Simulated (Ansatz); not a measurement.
# F: which shells make which states

```
F
1.0
     2.75000   -1.64000    0.00000
     2.75000    1.64000    0.00000
    -1.53601    0.00000    7.12002
F
4
Direct
  0.05040 0.05040 0.09960
  0.94960 0.94960 0.90040
  0.50500 0.50500 0.60000
  0.49500 0.49500 0.40000
```

Atom numbers follow the list: F1, F2, F3, F4.

Conventional cell: a = 5.500 Å, b = 3.280 Å, c = 7.284 Å, α = 90.00°, β = 102.17°, γ = 90.00°. F (atom 1) is surrounded by 1 F at 1.44 Å. Around F (atom 3) lie 1 F at 1.45 Å.

The cell comes from COD entry 9012471, which wasn't checked; take it as a given geometry.

All numbers below come from Ansatz 0.2.0, DFT, PBE, all-electron LAPW, scalar-relativistic.

The runs use a Γ-centred 11×11×5 k mesh, Fermi–Dirac smearing of 0.03 eV, basis error target 1 meV/atom, no spin polarisation.

Weights are projections on a minimal set of Löwdin-orthogonalised atomic shells, summed over atoms of an element; the rest lies outside that basis, and weights on diffuse cation s shells are inflated where empty shells are missing from it. Energies are in eV from the valence-band top.

Points: D2 (-0.328, 0.328, 0.500), A (0.000, 0.000, 0.500).

| state | character |
| --- | --- |
| D2, -6.08 eV | ? |
| D2, -6.03 eV | ? |
| D2, -3.77 eV | F 2p 100 % |
| D2, -3.71 eV | F 2p 100 % |
| D2, -3.59 eV | F 2p 100 % |
| D2, -3.52 eV | F 2p 100 % |
| D2, -0.61 eV | F 2p 100 % |
| D2, -0.51 eV | F 2p 100 % |
| D2, -0.38 eV | F 2p 100 % |
| D2, -0.26 eV | F 2p 100 % |
| A, -6.15 eV | F 2p 91 %, F 2s 8 % |
| A, -6.10 eV | F 2p 91 %, F 2s 8 % |
| A, -3.13 eV | F 2p 100 % |
| A, -3.07 eV | F 2p 100 % |
| A, -3.07 eV | F 2p 100 % |
| A, -3.03 eV | F 2p 100 % |
| A, -0.14 eV | F 2p 100 % |
| A, -0.13 eV | F 2p 100 % |
| A, -0.13 eV | F 2p 100 % |
| A, -0.12 eV | F 2p 100 % |

**Question.** What belongs in the row "D2, -6.03 eV", column "character"?

**Answer.** F 2p 92 %, F 2s 7 %.

**Question.** What belongs in the row "D2, -6.08 eV", column "character"?

**Answer.** F 2p 92 %, F 2s 8 %.
